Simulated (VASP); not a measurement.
Set up this calculation in VASP 6.6.1, as the native input.

* Task: relaxation of cell and atoms
* Functional: LDA
* Potentials or basis: VASP PAW LDA potentials, release 64 (Zr_sv, S)
* Cutoff: 300 eV
* k mesh: 4 × 4 × 2
* Occupations: gaussian, width 0.02 eV
* Spin: no spin polarisation
* Further INCAR settings: ALGO = Normal; EDIFF = 1e-06; IBRION = 2; EDIFFG = -0.005; NSW = 60; ISIF = 3

The structure of ZrS2 lies in POSCAR:

```
ZrS2
1.0
    3.6711300500      0.0000000000      0.0000000000
   -1.8355650200      3.1792918800      0.0000000000
    0.0000000000      0.0000000000      6.1079144200
Zr S
1 2
Direct
    0.0000000000      0.0000000000      0.0000000000
    0.6666666700      0.3333333300      0.7639520500
    0.3333333300      0.6666666700      0.2360479500
```

The cell is a database's computed one.

The input as run:

INCAR

```
ALGO     = Normal         # electronic algorithm
EDIFF    = 1E-6           # SCF threshold, eV
EDIFFG   = -0.005         # ionic threshold
ENCUT    = 300            # plane-wave cutoff, eV
IBRION   = 2              # ionic algorithm
ISIF     = 3              # what is computed and relaxed
ISMEAR   = 0              # smearing method
LASPH    = T              # aspherical terms in the spheres
LCHARG   = F              # write CHGCAR
LREAL    = F              # projectors in reciprocal space
LWAVE    = F              # write WAVECAR
NELM     = 80             # most SCF steps
NSW      = 60             # ionic steps
PREC     = Accurate       # precision mode
SIGMA    = 0.02           # smearing width, eV
```

KPOINTS

```
k-points
0
Gamma
  4 4 2
```

Potentials or basis: VASP PAW LDA potentials, release 64 (Zr_sv, S).

Run with:

```sh
$ cat potpaw_LDA.64/Zr_sv/POTCAR potpaw_LDA.64/S/POTCAR > POTCAR
$ mpirun -np 1 vasp_std > vasp.out
```

It gave:

The relaxed volume is 21.18 Å³/atom. The relaxed cell is a = 3.611 Å, b = 3.611 Å, c = 5.627 Å, α = 90.00°, β = 90.00°, γ = 120.00°. The space group after relaxing (to 0.05 Å) is P-3m1 (No. 164). The energy gained by relaxing is 24.7 meV/atom, the ionic steps are 25 and the pressure after relaxing is 0.0 GPa. The band gap on the k mesh is 0.44 eV, indirect (least direct gap 1.20 eV).

Caveat: the k mesh is coarse (spacing up to 0.51 Å⁻¹), so the values aren't converged; the cutoff is under 1.25 times the usual one of these potentials, so pressure, stress and relaxed cells hold a basis-set (Pulay) error.

Run time: 26 s on 1 thread of AMD EPYC 9R45 96-Core Processor (Zen 5), on a shared host, peak memory 0.11 GiB.
